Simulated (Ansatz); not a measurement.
**Molecular dynamics of CF4**

Input file:

```yaml
accuracy: low
crystal:
  lattice:
    - [8.173302, 0.0, 0.0]
    - [0.0, 8.173302, 0.0]
    - [0.0, 0.0, 8.173302]
  atoms:
    - { symbol: C, position: [0.81991719, 0.9996079, 0.11374773] }
    - { symbol: F, position: [0.6716099, 1.07175656, 0.07855097] }
    - { symbol: F, position: [0.79831635, 0.84213981, 0.10944412] }
    - { symbol: F, position: [0.92368069, 1.03576853, -0.00751096] }
    - { symbol: F, position: [0.87495049, 1.06125366, 0.2614022] }
    - { symbol: C, position: [0.28081694, 0.77276996, 0.0988978] }
    - { symbol: F, position: [0.24073494, 0.85739024, 0.2474269] }
    - { symbol: F, position: [0.31445449, 0.89628172, -0.00657517] }
    - { symbol: F, position: [0.41441401, 0.67511471, 0.11079077] }
    - { symbol: F, position: [0.14765632, 0.6967537, 0.05588507] }
    - { symbol: C, position: [0.12364119, 0.79751969, 0.64679831] }
    - { symbol: F, position: [0.03158658, 0.80217958, 0.7832668] }
    - { symbol: F, position: [0.02003372, 0.7426032, 0.53253823] }
    - { symbol: F, position: [0.18301953, 0.95695216, 0.61526008] }
    - { symbol: F, position: [0.24515424, 0.68890268, 0.66634733] }
    - { symbol: C, position: [0.6567258, 0.47074413, 0.86245891] }
    - { symbol: F, position: [0.75779819, 0.58985801, 0.91872194] }
    - { symbol: F, position: [0.54404123, 0.43643968, 0.96276334] }
    - { symbol: F, position: [0.60231789, 0.52164984, 0.70741606] }
    - { symbol: F, position: [0.75286302, 0.34514854, 0.85922242] }
    - { symbol: C, position: [0.09040437, 0.3780237, 0.41100814] }
    - { symbol: F, position: [0.0073566, 0.46492069, 0.30408701] }
    - { symbol: F, position: [0.02606433, 0.37119902, 0.5524273] }
    - { symbol: F, position: [0.12280443, 0.21226523, 0.38071562] }
    - { symbol: F, position: [0.24704932, 0.4436369, 0.40627227] }
    - { symbol: C, position: [0.66163529, 0.97116739, 0.60716595] }
    - { symbol: F, position: [0.6720593, 0.84931114, 0.50868832] }
    - { symbol: F, position: [0.5321166, 1.08145417, 0.57095668] }
    - { symbol: F, position: [0.64776167, 0.92874195, 0.76304322] }
    - { symbol: F, position: [0.80404434, 1.03906014, 0.58476486] }
basis:
  ecutwfc: 420.0
kpoints:
  mp_grid: { grid: [1, 1, 1] }
hamiltonian:
  xc: pbe
  dispersion: d3bj
scf:
  occupations: { method: fermi_dirac, width: 0.05 }
  lower_state_search: "off"
md:
  timestep: 1
  n_steps: 400
  ensemble: nvt_langevin
  temperature: 700.0
  initial_velocities: maxwell_boltzmann
  seed: 574310
  friction: 0.01
```

Launched with:

```bash
$ ansatz run input.yaml --threads 1 --pin off --max-ram 3072MiB --backend cpu --events-out ev --progress --plain --runs-dir out
```

It goes on from the last frame of an earlier run, with new velocities.

Output, in part (step lines):

```
md step     0: t =     0.00 fs  T =   676.7 K  F+E_penalty+E_count = -20894.84570809 eV  E_kin = 2.623978 eV  (8 SCF iters)
md step     1: t =     1.00 fs  T =   688.2 K  F+E_penalty+E_count = -20894.89309552 eV  E_kin = 2.668659 eV  (7 SCF iters)
md step     2: t =     2.00 fs  T =   706.2 K  F+E_penalty+E_count = -20894.95850633 eV  E_kin = 2.738590 eV  (7 SCF iters)
md step     3: t =     3.00 fs  T =   714.9 K  F+E_penalty+E_count = -20895.03375279 eV  E_kin = 2.772331 eV  (7 SCF iters)
md step     4: t =     4.00 fs  T =   723.4 K  F+E_penalty+E_count = -20895.10397508 eV  E_kin = 2.805053 eV  (7 SCF iters)
md step     5: t =     5.00 fs  T =   733.4 K  F+E_penalty+E_count = -20895.16599047 eV  E_kin = 2.843786 eV  (6 SCF iters)
md step     6: t =     6.00 fs  T =   728.9 K  F+E_penalty+E_count = -20895.21626412 eV  E_kin = 2.826453 eV  (5 SCF iters)
md step     7: t =     7.00 fs  T =   761.3 K  F+E_penalty+E_count = -20895.25032161 eV  E_kin = 2.952290 eV  (5 SCF iters)
[... lines left out ...]
md step   400: t =   400.00 fs  T =   843.3 K  F+E_penalty+E_count = -20895.40215370 eV  E_kin = 3.270041 eV  (7 SCF iters)
```

The steps, from the saved trajectory:

```csv
time (fs),T (K),potential energy less start (eV)
0.0,677,0.000
13.0,765,-0.425
26.0,534,-0.068
39.0,674,-0.725
52.0,583,-0.581
65.0,620,-0.692
78.0,571,-0.591
91.0,634,-0.855
104.0,575,-0.488
117.0,693,-0.517
130.0,608,-0.349
143.0,549,-0.373
156.0,646,-0.738
169.0,567,-0.349
182.0,668,-0.472
195.0,665,-0.393
208.0,625,-0.431
221.0,616,-0.366
234.0,685,-0.686
247.0,623,-0.172
260.0,788,-0.472
273.0,785,0.036
286.0,870,-0.218
299.0,962,-0.568
312.0,881,-0.083
325.0,720,0.044
338.0,864,-0.209
351.0,794,-0.035
364.0,700,0.171
377.0,725,-0.111
390.0,696,0.185
```

All steps were run. The mean temperature of the second half is 11 % above the set value. A run of 0.4 ps of so small a system gives no equilibrium averages. Limits of this set-up: coarse k mesh, low accuracy level.

Mean squared displacements from the first frame to the last, about the centre of mass: C 1.25 Å², F 2.15 Å².

Last frame:

```xyz
30
Lattice="8.1733 0.0000 0.0000 0.0000 8.1733 0.0000 0.0000 0.0000 8.1733" Properties=species:S:1:pos:R:3
C 7.731 8.356 -0.042
F 6.554 8.553 -0.695
F 7.813 7.042 0.230
F 8.830 8.613 -0.719
F 7.724 9.045 1.116
C 3.213 6.626 0.571
F 2.990 6.113 1.724
F 2.880 7.990 0.658
F 4.569 6.497 0.381
F 2.591 6.145 -0.469
C 0.510 5.426 4.742
F 0.026 6.487 5.376
F -0.504 4.843 4.095
F 1.401 5.804 3.832
F 1.037 4.644 5.688
C 5.148 3.460 7.139
F 5.862 3.186 8.158
F 4.595 2.296 6.729
F 4.145 4.250 7.499
F 5.888 4.065 6.103
C 1.362 1.808 4.003
F 0.461 2.664 3.405
F 0.692 1.312 4.975
F 1.927 0.905 3.197
F 2.391 2.657 4.434
C 5.108 8.557 3.881
F 4.891 7.249 3.456
F 4.771 9.304 2.833
F 4.458 8.623 5.046
F 6.420 8.679 4.106
```

Run time: 7.3 min on 1 thread of AMD EPYC 9R45 96-Core Processor (Zen 5) (shared host), peak memory 0.66 GiB.
